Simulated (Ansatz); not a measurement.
# Density of states of CoSi2

```
Co Si
1.0
     0.00000    2.68250    2.68250
     2.68250    0.00000    2.68250
     2.68250    2.68250    0.00000
Co Si
1 2
Direct
  0.00000 0.00000 0.00000
  0.25000 0.25000 0.25000
  0.75000 0.75000 0.75000
```

The cell is COD entry 1008148, as deposited and not checked against the literature; nothing was relaxed.

The calculation used DFT, PBE, all-electron LAPW, scalar-relativistic (Ansatz 0.2.0).

Settings: a Γ-centred 11×11×11 k mesh, Fermi–Dirac smearing of 0.05 eV, basis error target 1 meV/atom, spin-polarised from start moments Co1 2 μB (the moments died away, and the run ended non-magnetic).

Q: Where is the centre of the filled Co 3d states between -14 eV and the top of the filled states?

A: -2.31 eV from the Fermi level.

Q: Tabulate the density of states.

A: States per eV and cell, averaged over 0.6 eV, from -5.8 to 3.0 eV, with energies (bin centres) from the Fermi level; empty bins are left out. The partial columns, the largest 3 alone, are projections on Löwdin-orthogonalised atomic shells (those that the program's projection atoms carry: the occupied ones and, for some elements, an empty d or f shell; other empty shells have no column), summed over atoms of an element. Weights on diffuse s and p shells depend on that basis and aren't pure angular character.
```json
{"E (eV)": "-5.6", "total": "0.77", "Co 3d": "0.15", "Si 3p": "0.47", "Si 3s": "0.12"}
{"E (eV)": "-5.0", "total": "0.99", "Co 3d": "0.22", "Si 3p": "0.62", "Si 3s": "0.10"}
{"E (eV)": "-4.4", "total": "1.52", "Co 3d": "0.45", "Si 3p": "0.91", "Si 3s": "0.09"}
{"E (eV)": "-3.8", "total": "3.14", "Co 3d": "1.39", "Si 3p": "1.59", "Si 3s": "0.09"}
{"E (eV)": "-3.2", "total": "1.74", "Co 3d": "0.84", "Si 3p": "0.78", "Si 3s": "0.06"}
{"E (eV)": "-2.6", "total": "1.63", "Co 3d": "1.05", "Si 3p": "0.46", "Si 3s": "0.05"}
{"E (eV)": "-2.0", "total": "3.98", "Co 3d": "3.31", "Si 3p": "0.46", "Si 3s": "0.03"}
{"E (eV)": "-1.4", "total": "3.86", "Co 3d": "3.29", "Si 3p": "0.32", "Si 3s": "0.05"}
{"E (eV)": "-0.8", "total": "2.64", "Co 3d": "1.69", "Si 3p": "0.74", "Si 3s": "0.05"}
{"E (eV)": "-0.2", "total": "1.47", "Co 3d": "0.69", "Si 3p": "0.61", "Si 3s": "0.05"}
{"E (eV)": "0.4", "total": "0.71", "Co 3d": "0.28", "Si 3p": "0.30", "Si 3s": "0.05"}
{"E (eV)": "1.0", "total": "0.40", "Co 3d": "0.11", "Si 3p": "0.17", "Si 3s": "0.05"}
{"E (eV)": "1.6", "total": "0.70", "Co 3d": "0.28", "Si 3p": "0.16", "Si 3s": "0.21"}
{"E (eV)": "2.2", "total": "1.99", "Co 3d": "0.63", "Si 3p": "0.59", "Si 3s": "0.61"}
{"E (eV)": "2.8", "total": "0.99", "Co 3d": "0.24", "Si 3p": "0.37", "Si 3s": "0.26"}
```
